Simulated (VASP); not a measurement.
Set up this calculation in VASP 6.6.1, as the native input.

```
Task                   : single point
Functional             : PBE
Potentials or basis    : VASP PAW PBE potentials, release 64 (Re)
Cutoff                 : 520 eV
k mesh                 : 4 × 4 × 4
Occupations            : gaussian, width 0.1 eV
Spin                   : no spin polarisation
Dipole correction      : no
Further INCAR settings : ALGO = Normal; EDIFF = 1e-06; NBANDS = 38
```

The structure of Re lies in POSCAR:

```
Re
1.0
    4.9335961179      0.0000000000      0.0000000000
    0.0000000000      4.9335961179      0.0000000000
    0.0000000000      0.0000000000      4.9335961179
Re
8
Direct
    0.5000000000      0.5000000000      0.5000000000
    0.0000000000      0.0000000000      0.0000000000
    0.2500000000      0.0000000000      0.5000000000
    0.5000000000      0.2500000000      0.0000000000
    0.5000000000      0.7500000000      0.0000000000
    0.7500000000      0.0000000000      0.5000000000
    0.0000000000      0.5000000000      0.7500000000
    0.0000000000      0.5000000000      0.2500000000
```

The cell was built by a generator and needn't be a form met in nature.

One way to write it, as run:

INCAR

```
PREC = Accurate ; ENCUT = 520
EDIFF = 1E-6 ; ISMEAR = 0
SIGMA = 0.1 ; LREAL = F
LASPH = T ; NELM = 100
ALGO = Normal ; ISIF = 2
LWAVE = F ; LCHARG = F
GGA = PE ; NBANDS = 38
```

KPOINTS

```
Automatic mesh
0
Gamma
  4 4 4
```

Potentials or basis: VASP PAW PBE potentials, release 64 (Re).

Launch:

```bash
$ cat potpaw_PBE.64/Re/POTCAR > POTCAR
$ mpirun -np 1 vasp_std > vasp.out
```

Results of the run:

| Property | Result |
| --- | --- |
| Pressure | 4.0 GPa |
| Band gap on the k mesh | none (metal or under the smearing width) |

Wall time 77 s on 1 thread of Intel(R) Xeon(R) Platinum 8488C (Sapphire Rapids), with other jobs on the host, peak memory 0.24 GiB.
